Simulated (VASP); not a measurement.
TaN:

```
CELL_PARAMETERS angstrom
0.00000 2.49114 2.49114
2.49114 0.00000 2.49114
2.49114 2.49114 0.00000
ATOMIC_POSITIONS crystal
Ta 0.00000 0.00000 0.00000
N 0.25000 0.25000 0.25000
```

The cell comes from a database or a generator and needn't be the stable form of this composition.

Base run:

| Item | Value |
| --- | --- |
| Program | VASP 6.6.1 |
| Functional | r2SCAN |
| Potentials or basis | VASP PAW PBE potentials, release 64 (Ta_pv, N) |
| Cutoff | 520 eV |
| k mesh | 7 × 7 × 7 |
| Occupations | gaussian, width 0.05 eV |
| Spin | collinear spin, ferromagnetic start |
| Starting moments | [0.5, 0.0] μB |
| Hubbard terms | Ta d U = 3 eV |

Its results: band gap on the k mesh none (metal or under the smearing width); pressure -24.3 GPa; net moment 0.06 μB per cell.

The run is repeated on the same cell with these changes: hubbard terms from Ta d U = 3 eV to Ta d U = 5 eV. What comes out?

Band gap on the k mesh none (metal or under the smearing width); pressure -21.1 GPa; net moment 0.00 μB per cell.

Caveats: the PAW data sets were made with another functional, which shifts forces and pressure a little.
